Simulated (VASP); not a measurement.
# Sb2S3 (Stibnite) (Pnma) in VASP: a series of runs

The runs below take Sb2S3 (Stibnite) through relaxation of cell and atoms, with LDA, PBEsol, PBE+D3(BJ).

All numbers are computed with VASP 6.6.1; they aren't measurements. Logs are shortened: lines on timing, memory, paths and dates and some standing lists are left out, and cuts for length are marked.

**1. The structure**

The structure is orthorhombic, space group Pnma (No. 62). Conventional cell: a = 11.311 Å, b = 3.839 Å, c = 11.223 Å, α = 90.00°, β = 90.00°, γ = 90.00°. Sb (site symmetry m) is surrounded by 3 S at 2.52 to 2.54 Å. Around Sb (site symmetry m) lie 3 S at 2.46 to 2.68 Å. S (site symmetry m) has 3 Sb at 2.52 to 2.68 Å as nearest neighbours. Around S (site symmetry m) lie 1 Sb at 2.46 Å. S (site symmetry m) has 2 Sb at 2.54 Å as nearest neighbours.

**2. Relaxation of cell and atoms, LDA**

INCAR

```
PREC = Accurate
ENCUT = 600
EDIFF = 1E-6
ISMEAR = 0
SIGMA = 0.03
LREAL = False
LASPH = True
NELM = 80
ALGO = Normal
ISIF = 3
LWAVE = False
LCHARG = False
GGA = CA
IBRION = 2
NSW = 90
EDIFFG = -0.01
KPAR = 4
```

KPOINTS

```
Automatic mesh
0
Gamma
  4 8 4
```

POSCAR

```
Sb2S3
1.0
   11.3110000000      0.0000000000      0.0000000000
    0.0000000000      3.8389000000      0.0000000000
    0.0000000000      0.0000000000     11.2230000000
Sb S
8 12
Direct
    0.4706100000      0.2500000000      0.3259500000
    0.0293900000      0.7500000000      0.8259500000
    0.9706100000      0.2500000000      0.1740500000
    0.5293900000      0.7500000000      0.6740500000
    0.3505900000      0.7500000000      0.0360200000
    0.1494100000      0.2500000000      0.5360200000
    0.8505900000      0.7500000000      0.4639800000
    0.6494100000      0.2500000000      0.9639800000
    0.2921400000      0.2500000000      0.1918100000
    0.2078600000      0.7500000000      0.6918100000
    0.7921400000      0.2500000000      0.3081900000
    0.7078600000      0.7500000000      0.8081900000
    0.5498000000      0.7500000000      0.1230000000
    0.9502000000      0.2500000000      0.6230000000
    0.0498000000      0.7500000000      0.3770000000
    0.4502000000      0.2500000000      0.8770000000
    0.3751000000      0.7500000000      0.4389000000
    0.1249000000      0.2500000000      0.9389000000
    0.8751000000      0.7500000000      0.0611000000
    0.6249000000      0.2500000000      0.5611000000
```

Potentials or basis: VASP PAW LDA potentials, release 64 (Sb, S).

On the command line:

```bash
> cat potpaw_LDA.64/Sb/POTCAR potpaw_LDA.64/S/POTCAR > POTCAR
> mpirun -np 4 vasp_std > vasp.out
```

OUTCAR:

```text
PREC = Accurate
   ENCUT = 600
   EDIFF = 1E-6
   ISMEAR = 0
   LREAL = False
   LASPH = True
   NELM = 80
   ISIF = 3
   GGA = CA
   IBRION = 2
   NSW = 90
   EDIFFG = -0.01

 ion  position               nearest neighbor table
   1  0.471  0.250  0.326-   9 2.52  17 2.54  17 2.54  13 3.11  13 3.11  20 3.16
   2  0.029  0.750  0.826-  10 2.52  18 2.54  18 2.54  14 3.11  14 3.11  19 3.16
   3  0.971  0.250  0.174-  11 2.52  19 2.54  19 2.54  15 3.11  15 3.11  18 3.16
   4  0.529  0.750  0.674-  12 2.52  20 2.54  20 2.54  16 3.11  16 3.11  17 3.16
   5  0.351  0.750  0.036-  13 2.46   9 2.68   9 2.68  16 2.85  16 2.85
   6  0.149  0.250  0.536-  14 2.46  10 2.68  10 2.68  15 2.85  15 2.85
   7  0.851  0.750  0.464-  15 2.46  11 2.68  11 2.68  14 2.85  14 2.85
   8  0.649  0.250  0.964-  16 2.46  12 2.68  12 2.68  13 2.85  13 2.85
   9  0.292  0.250  0.192-   1 2.52   5 2.68   5 2.68
  10  0.208  0.750  0.692-   2 2.52   6 2.68   6 2.68
  11  0.792  0.250  0.308-   3 2.52   7 2.68   7 2.68
  12  0.708  0.750  0.808-   4 2.52   8 2.68   8 2.68
  13  0.550  0.750  0.123-   5 2.46   8 2.85   8 2.85   1 3.11   1 3.11
  14  0.950  0.250  0.623-   6 2.46   7 2.85   7 2.85   2 3.11   2 3.11
  15  0.050  0.750  0.377-   7 2.46   6 2.85   6 2.85   3 3.11   3 3.11
  16  0.450  0.250  0.877-   8 2.46   5 2.85   5 2.85   4 3.11   4 3.11
  17  0.375  0.750  0.439-   1 2.54   1 2.54   4 3.16
  18  0.125  0.250  0.939-   2 2.54   2 2.54   3 3.16
  19  0.875  0.750  0.061-   3 2.54   3 2.54   2 3.16
  20  0.625  0.250  0.561-   4 2.54   4 2.54   1 3.16

  LATTYP: Found a simple orthorhombic cell.
 ALAT       =     3.8389000000
 B/A-ratio  =     2.9234937091
 C/A-ratio  =     2.9464169424

  Lattice vectors:

 A1 = (   0.0000000000,   3.8389000000,   0.0000000000)
 A2 = (   0.0000000000,   0.0000000000,  11.2230000000)
 A3 = (  11.3110000000,   0.0000000000,   0.0000000000)

Analysis of symmetry for initial positions (statically):
=====================================================================
 Subroutine PRICEL returns:
 Original cell was already a primitive cell.

 Routine SETGRP: Setting up the symmetry group for a
 simple orthorhombic supercell.

 Subroutine GETGRP returns: Found  8 space group operations
 (whereof  2 operations were pure point group operations)
 out of a pool of  8 trial point group operations.

The static configuration has the point symmetry S_2 .
 The point group associated with its full space group is D_2h.

Analysis of symmetry for dynamics (positions and initial velocities):
=====================================================================
 Subroutine PRICEL returns:
 Original cell was already a primitive cell.

 Routine SETGRP: Setting up the symmetry group for a
 simple orthorhombic supercell.

 Subroutine GETGRP returns: Found  8 space group operations
 (whereof  2 operations were pure point group operations)
 out of a pool of  8 trial point group operations.

The dynamic configuration has the point symmetry S_2 .
 The point group associated with its full space group is D_2h.

 Subroutine INISYM returns: Found  8 space group operations
 (whereof  2 operations are pure point group operations),
 and found     1 'primitive' translations

----------------------------------------------------------------------------------------

                                     Primitive cell

  volume of cell :     487.3228

  direct lattice vectors                    reciprocal lattice vectors
    11.311000000  0.000000000  0.000000000     0.088409513  0.000000000  0.000000000
     0.000000000  3.838900000  0.000000000     0.000000000  0.260491287  0.000000000
     0.000000000  0.000000000 11.223000000     0.000000000  0.000000000  0.089102735

  length of vectors
    11.311000000  3.838900000 11.223000000     0.088409513  0.260491287  0.089102735

  position of ions in fractional coordinates (direct lattice)
     0.470610000  0.250000000  0.325950000
     0.029390000  0.750000000  0.825950000
     0.970610000  0.250000000  0.174050000
     0.529390000  0.750000000  0.674050000
     0.350590000  0.750000000  0.036020000
     0.149410000  0.250000000  0.536020000
[... 12 lines left out ...]
     0.875100000  0.750000000  0.061100000
     0.624900000  0.250000000  0.561100000

  ion indices of the primitive-cell ions
   primitive index   ion index
                 1           1
                 2           2
                 3           3
                 4           4
                 5           5
                 6           6
[... 12 lines left out ...]
                19          19
                20          20

----------------------------------------------------------------------------------------

 KPOINTS: Automatic mesh

Automatic generation of k-mesh.
 Grid dimensions read from file:
 generate k-points for:    4    8    4

 Generating k-lattice:

  Cartesian coordinates                     Fractional coordinates (reciprocal lattice)
     0.022102378  0.000000000  0.000000000     0.250000000  0.000000000  0.000000000
     0.000000000  0.032561411  0.000000000     0.000000000  0.125000000  0.000000000
     0.000000000  0.000000000  0.022275684     0.000000000  0.000000000  0.250000000

  Length of vectors
     0.022102378  0.032561411  0.022275684

  Shift w.r.t. Gamma in fractional coordinates (k-lattice)
     0.000000000  0.000000000  0.000000000

 Subroutine IBZKPT returns following result:
 ===========================================

 Found     45 irreducible k-points:

 Following reciprocal coordinates:
            Coordinates               Weight
  0.000000  0.000000  0.000000      1.000000
  0.250000  0.000000  0.000000      2.000000
  0.500000  0.000000  0.000000      1.000000
  0.000000  0.125000  0.000000      2.000000
  0.250000  0.125000  0.000000      4.000000
  0.500000  0.125000  0.000000      2.000000
[... 16 lines left out ...]
  0.250000  0.250000  0.250000      8.000000
  0.500000  0.250000  0.250000      4.000000
 [... further k-points ...]
   k-points           NKPTS =     45   k-points in BZ     NKDIM =     45   number of bands    NBANDS=     67
   number of dos      NEDOS =    301   number of ions     NIONS =     20
   total plane-waves  NPLWV = 259200
   dimension x,y,z NGX =    90 NGY =   32 NGZ =   90
   dimension x,y,z NGXF=   180 NGYF=   64 NGZF=  180
   ions per type =               8  12
   NGX,Y,Z   is equivalent  to a cutoff of  13.23, 13.86, 13.33 a.u.
   NGXF,Y,Z  is equivalent  to a cutoff of  26.46, 27.72, 26.66 a.u.
 SYSTEM =  unknown system
   PREC   = accura    normal or accurate (medium, high low for compatibility)
   ISTART =      0    job   : 0-new  1-cont  2-samecut
   ICHARG =      2    charge: 1-file 2-atom 10-const
   ISPIN  =      1    spin polarized calculation?
   LNONCOLLINEAR =      F non collinear calculations
   LSORBIT =      F    spin-orbit coupling
   LASPH  =      T    aspherical Exc in radial PAW
   ENCUT  =  600.0 eV  44.10 Ry    6.64 a.u.  22.59  7.67 22.42*2*pi/ulx,y,z
   NELM   =     80;   NELMIN=  2; NELMDL= -5     # of ELM steps
   EDIFF  = 0.1E-05   stopping-criterion for ELM
   LREAL  =      F    real-space projection
   EDIFFG = -.1E-01   stopping-criterion for IOM
   NSW    =     90    number of steps for IOM
   IBRION =      2    ionic relax: 0-MD 1-quasi-New 2-CG
   NFREE  =      1    steps in history (QN), initial steepest desc. (CG)
   ISIF   =      3    stress and relaxation
   ISYM   =      2    0-nonsym 1-usesym 2-fastsym
   POTIM  = 0.5000    time-step for ionic-motion
   TEBEG  =    0.0;   TEEND  =   0.0 temperature during run
   PSTRESS=    0.0 pullay stress
   NELECT =     112.0000    total number of electrons
   NUPDOWN=      -1.0000    fix difference up-down
   EMIN   =  10.00;   EMAX   =-10.00  energy-range for DOS
   EFERMI =   0.00;   METHOD = LEGACY
   ISMEAR =     0;   SIGMA  =   0.03  broadening in eV -4-tet -1-fermi 0-gaus
   EFERMI_NEDOS =   21; number of points for ismear=-14 and -15
   IALGO  =     38    algorithm
   IMIX   =      4    mixing-type and parameters
     AMIX     =   0.40;   BMIX     =  1.00
     AMIX_MAG =   1.60;   BMIX_MAG =  1.00
  volume/ion in A,a.u.               =      24.37       164.43
  Fermi-wavevector in a.u.,A,eV,Ry     =   1.002787  1.894992 13.681764  1.005581
  Thomas-Fermi vector in A             =   2.135296
   LORBIT       =      0    0 simple, 1 ext, 2 COOP (PROOUT), +10 PAW based schemes
   GGA     = CA    functional components
   LHFCALC =     F    Hartree Fock is set to
   AEXX    =    0.0000 exact exchange contribution
   IVDW    =     0    specifies the selected vdW correction
   LEPSILON=     F    determine dielectric tensor
   LRPA    =     F    only Hartree local field effects (RPA)
 conjugate gradient relaxation of ions
 non-spin polarized calculation
 Gauss-broadening in eV      SIGMA  =   0.03
  energy-cutoff  :      600.00
  volume of cell :      487.32
 maximum number of plane-waves:     16327
   NGX = 45   NGY = 15   NGZ = 45

--------------------------------------- Ionic step        1  -------------------------------------------

 number of electron     111.9999995 magnetization

 Free energy of the ion-electron system (eV)
  ---------------------------------------------------
  ext. energy  EPLUGINS =         0.00000000
  ---------------------------------------------------
  free energy    TOTEN  =      -100.16646223 eV

  energy without entropy =     -100.16646223  energy(sigma->0) =     -100.16646223

------------------------ aborting loop because EDIFF is reached ----------------------------------------

  FORCE on cell =-STRESS in cart. coord.  units (eV):
  Direction    XX          YY          ZZ          XY          YZ          ZX
  --------------------------------------------------------------------------------------
  -------------------------------------------------------------------------------------
  Total       -3.0794091     -6.1659361     -6.8148801      0.0000000      0.0000000      0.0000000
  in kB      -10.1242115    -20.2718246    -22.4053657      0.0000000      0.0000000      0.0000000
  external PRESSURE =     -17.6004673 kB  Pullay stress =       0.0000000 kB
[... 143 lines left out ...]
  FREE ENERGIE OF THE ION-ELECTRON SYSTEM (eV)
  ---------------------------------------------------
  free  energy   TOTEN  =      -100.2743339315 eV

  energy  without entropy=     -100.2743339315  energy(sigma->0) =     -100.27433393

 E-fermi :   5.9709     XC(G=0):  -9.9991

 val. band max:        5.8345434941   @ k =   0.0000   0.0000   0.0000
 cond. band min:       6.9824161637   @ k =   0.0000   0.0000   0.2500
 fundamental gap:      1.1478726696
 Fermi energy:         5.9709175215

 k-point     1 :       0.0000    0.0000    0.0000
  band No.  band energies     occupation
      1      -8.7778      2.00000
      2      -8.4526      2.00000
      3      -7.9372      2.00000
      4      -7.8121      2.00000
      5      -7.6985      2.00000
      6      -7.4242      2.00000
[... 1669 lines left out ...]
     66       8.9437      0.00000
     67       9.1555      0.00000

 [... further k-points ...]

[... ionic steps 4 to 17 ...]

--------------------------------------- Ionic step       18  -------------------------------------------

 number of electron     111.9999995 magnetization

------------------------ aborting loop because EDIFF is reached ----------------------------------------
[... 103 lines left out ...]
--------------------------------------- Ionic step       20  -------------------------------------------

 number of electron     111.9999996 magnetization

 Free energy of the ion-electron system (eV)
  ---------------------------------------------------
  ext. energy  EPLUGINS =         0.00000000
  ---------------------------------------------------
  free energy    TOTEN  =      -100.44646873 eV

  energy without entropy =     -100.44646873  energy(sigma->0) =     -100.44646873

 E-fermi :   6.1866     XC(G=0): -10.0829

 val. band max:        6.0103054166   @ k =   0.0000   0.0000   0.0000
 cond. band min:       7.0862375129   @ k =   0.0000   0.0000   0.0000
 fundamental gap:      1.0759320963
 Fermi energy:         6.1865702423

 k-point     1 :       0.0000    0.0000    0.0000
  band No.  band energies     occupation
      1      -8.6042      2.00000
      2      -8.2130      2.00000
      3      -7.7470      2.00000
      4      -7.6262      2.00000
      5      -7.5787      2.00000
      6      -7.2360      2.00000
[... 1718 lines left out ...]
  FREE ENERGIE OF THE ION-ELECTRON SYSTEM (eV)
  ---------------------------------------------------
  free  energy   TOTEN  =      -100.4464687265 eV

  energy  without entropy=     -100.4464687265  energy(sigma->0) =     -100.44646873

 reached required accuracy - stopping structural energy minimisation
```

Run time: 1.8 h. Hardware: 4 MPI ranks of Intel Xeon 6975P-C (Granite Rapids), shared host; peak memory 1.3 GiB.

Results:

| Property | Result |
| --- | --- |
| Free energy | -100.4465 eV |
| Relaxed volume | 22.69 Å³/atom |
| Relaxed cell | a = 11.036 Å, b = 3.809 Å, c = 10.795 Å, α = 90.00°, β = 90.00°, γ = 90.00° |
| Space group after relaxing (to 0.05 Å) | Pnma (No. 62) |
| Energy gained by relaxing | 14.0 meV/atom |
| Ionic steps | 20 |
| Pressure after relaxing | 0.0 GPa |
| Largest force after relaxing | 0.009 eV/Å |
| Band gap on the k mesh | 1.08 eV, direct |

Forces on the atoms (eV/Å):
```
Sb   0.006  0.000  0.001
Sb  -0.006  0.000  0.001
Sb   0.006  0.000 -0.001
Sb  -0.006  0.000 -0.001
Sb   0.004  0.000  0.009
Sb  -0.004  0.000  0.009
Sb   0.004  0.000 -0.009
Sb  -0.004  0.000 -0.009
S    0.005  0.000 -0.005
S   -0.005  0.000 -0.005
S    0.005  0.000  0.005
S   -0.005  0.000  0.005
S    0.001  0.000  0.001
S   -0.001  0.000  0.001
S    0.001  0.000 -0.001
S   -0.001  0.000 -0.001
S    0.004  0.000 -0.002
S   -0.004  0.000 -0.002
S    0.004  0.000  0.002
S   -0.004  0.000  0.002
```

The path:
```tsv
step	energy change (eV)	largest force (eV/Å)	pressure (GPa)	volume (Å³)
1	0.0000	0.1933	-1.76	487.32
2	-0.1044	0.4422	0.80	468.68
3	-0.1079	0.4041	0.39	471.40
4	-0.1850	0.2051	0.09	467.14
5	-0.2020	0.2301	-0.09	463.82
6	-0.2411	0.1370	-0.15	460.98
7	-0.2506	0.1729	-0.17	458.70
8	-0.2676	0.0920	0.18	455.22
9	-0.2682	0.0962	0.27	454.39
10	-0.2719	0.0903	-0.28	456.44
11	-0.2725	0.0741	-0.14	455.87
12	-0.2763	0.0461	-0.05	455.18
13	-0.2772	0.0541	0.02	454.63
14	-0.2786	0.0262	-0.01	454.60
15	-0.2791	0.0270	-0.04	454.57
16	-0.2793	0.0230	0.06	453.89
17	-0.2793	0.0231	0.06	453.88
18	-0.2796	0.0195	0.05	453.87
19	-0.2798	0.0148	0.00	453.83
20	-0.2800	0.0095	0.00	453.83
```

Final structure:
```
Sb S
1.0
    11.03604    0.00000    0.00000
     0.00000    3.80948    0.00000
     0.00000    0.00000   10.79472
Sb S
8 12
Direct
  0.47925 0.25000 0.32543
  0.02075 0.75000 0.82543
  0.97925 0.25000 0.17457
  0.52075 0.75000 0.67457
  0.34341 0.75000 0.03215
  0.15659 0.25000 0.53215
  0.84341 0.75000 0.46785
  0.65659 0.25000 0.96785
  0.28720 0.25000 0.19313
  0.21280 0.75000 0.69313
  0.78720 0.25000 0.30687
  0.71280 0.75000 0.80687
  0.54971 0.75000 0.12727
  0.95029 0.25000 0.62727
  0.04971 0.75000 0.37273
  0.45029 0.25000 0.87273
  0.37396 0.75000 0.44201
  0.12604 0.25000 0.94201
  0.87396 0.75000 0.05799
  0.62604 0.25000 0.55799
```

Levels at points of the mesh, in eV from the valence-band top:
| k point | band 53 | band 54 | band 55 | band 56 | band 57 | band 58 | band 59 | band 60 |
| --- | --- | --- | --- | --- | --- | --- | --- | --- |
| (0.00, 0.00, 0.00) | -0.30 | -0.29 | -0.18 | 0.00 | 1.08 | 1.43 | 1.45 | 1.80 |
| (0.50, 0.00, 0.00) | -0.21 | -0.21 | -0.07 | -0.07 | 1.38 | 1.38 | 1.65 | 1.65 |
| (0.00, 0.50, 0.00) | -0.74 | -0.74 | -0.10 | -0.10 | 1.75 | 1.75 | 2.06 | 2.06 |
| (0.50, 0.50, 0.00) | -0.43 | -0.43 | -0.43 | -0.43 | 2.07 | 2.07 | 2.07 | 2.07 |
| (0.00, 0.00, 0.50) | -0.21 | -0.21 | -0.16 | -0.16 | 1.15 | 1.15 | 1.97 | 1.97 |
| (0.50, 0.00, 0.50) | -0.40 | -0.40 | -0.36 | -0.36 | 1.23 | 1.23 | 1.96 | 1.96 |
| (0.00, 0.50, 0.50) | -0.83 | -0.83 | -0.51 | -0.51 | 1.62 | 1.62 | 1.78 | 1.78 |
| (0.50, 0.50, 0.50) | -0.88 | -0.88 | -0.88 | -0.88 | 1.83 | 1.83 | 1.83 | 1.83 |

Caveat: spin-orbit coupling is left out, which moves the levels of the heavy elements. Expect the measured gap to be larger: semilocal functionals such as LDA lack the derivative discontinuity.

[end of part 1 of 3]
